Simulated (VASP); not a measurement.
Here is a VASP 6.6.1 calculation.

File INCAR:

```
SYSTEM = Ir
ALGO = Normal ; EDIFF = 1E-7
ENCUT = 520 ; GGA = RP
ISIF = 2 ; ISMEAR = -1
LASPH = .TRUE. ; LCHARG = .FALSE.
LREAL = .FALSE. ; LWAVE = .FALSE.
NBANDS = 10 ; NELM = 80
PREC = Accurate ; SIGMA = 0.1
```

KPOINTS

```
k-points
0
G
  16 16 16
  0 0 0
```

POSCAR

```
Ir
1.0
   -1.5197893370      1.5197893370      1.5197893370
    1.5197893370     -1.5197893370      1.5197893370
    1.5197893370      1.5197893370     -1.5197893370
Ir
1
Direct
    0.0000000000      0.0000000000      0.0000000000
```

Potentials or basis: VASP PAW PBE potentials, release 64 (Ir).

The run is started by

```sh
$ cat potpaw_PBE.64/Ir/POTCAR > POTCAR
$ mpirun -np 1 vasp_std > vasp.out
```

Q: Predict the pressure.

A: 30.7 GPa.

Q: What does it give for the band gap on the k mesh?

A: None (metal or under the smearing width).

Caveat: a pressure of tens of GPa on the cell as given is suspect, and the run, the potentials or the cell itself is likely at fault; the PAW data sets were made with another functional, which shifts forces and pressure a little. The run has no spin-orbit coupling, so splittings on Ir are missing.
